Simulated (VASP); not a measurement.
# From VASP inputs to Ansatz: YN (strained rocksalt)

INCAR

```
EDIFF = 1E-7
NSW = 0
NBANDS = 15
LASPH = .TRUE.
LWAVE = .FALSE.
PREC = Accurate
IBRION = -1
LELF = .TRUE.
LCHARG = .TRUE.
ENCUT = 520
LREAL = .FALSE.
ISIF = 2
ISMEAR = 0
METAGGA = R2SCAN
ALGO = Normal
NELM = 120
SIGMA = 0.01
```

KPOINTS

```
KPOINTS created by Atomic Simulation Environment
0
Gamma
10 10 10
0 0 0
```

KPOINTS_OPT

```
special points
7
Reciprocal
0.0000000000 0.0000000000 0.0000000000 1
0.5000000000 0.0000000000 0.5000000000 1
0.6250000000 0.2500000000 0.6250000000 1
0.3750000000 0.3750000000 0.7500000000 1
0.5000000000 0.5000000000 0.5000000000 1
0.5000000000 0.2500000000 0.7500000000 1
0.0000000000 0.5000000000 0.5000000000 1
```

POSCAR

```
Y  N
 1.0000000000000000
     0.0000000000000000    2.5459700684000000    2.5459700684000000
     2.5459700684000000    0.0000000000000000    2.5459700684000000
     2.5459700684000000    2.5459700684000000    0.0000000000000000
 Y   N
   1   1
Cartesian
  0.0000000000000000  0.0000000000000000  0.0000000000000000
  2.5459700684000000  2.5459700684000000  2.5459700684000000
```

VASP ran with the recommended PBE PAW datasets (16 valence electrons in the cell).

Task: Write an Ansatz input for this cell and level of theory.

Result: 

```yaml
crystal:
  lattice:
    - [0.0, 2.5459700684, 2.5459700684]
    - [2.5459700684, 0.0, 2.5459700684]
    - [2.5459700684, 2.5459700684, 0.0]
  atoms:
    - { symbol: "Y", position: [0.0, 0.0, 0.0] }
    - { symbol: "N", position: [0.5, 0.5, 0.5] }
kpoints:
  mp_grid: { grid: [10, 10, 10] }
  band_path:
    path:
      - [0.0, 0.0, 0.0]
      - [0.5, 0.0, 0.5]
      - [0.625, 0.25, 0.625]
      - [0.375, 0.375, 0.75]
      - [0.5, 0.5, 0.5]
      - [0.5, 0.25, 0.75]
      - [0.0, 0.5, 0.5]
    npoints: 1
hamiltonian:
  xc: r2scan
scf:
  occupations: { method: fixed }
  n_extra_bands: 4
output:
  forces: true
  stress: true
  eigenvalues: true
```

Other inputs would serve too.

```json
{"": "gap between bands v and c", "VASP": "0.76 eV", "Ansatz": "0.74 eV"}
{"": "least direct gap", "VASP": "1.24 eV", "Ansatz": "1.22 eV"}
{"": "pressure", "VASP": "-15.6 GPa", "Ansatz": "-15.6 GPa"}
```

Each program uses its own PAW datasets. VASP's cell holds 16 valence electrons and Ansatz's 16. Ansatz's stress includes a Pulay correction; VASP's doesn't.
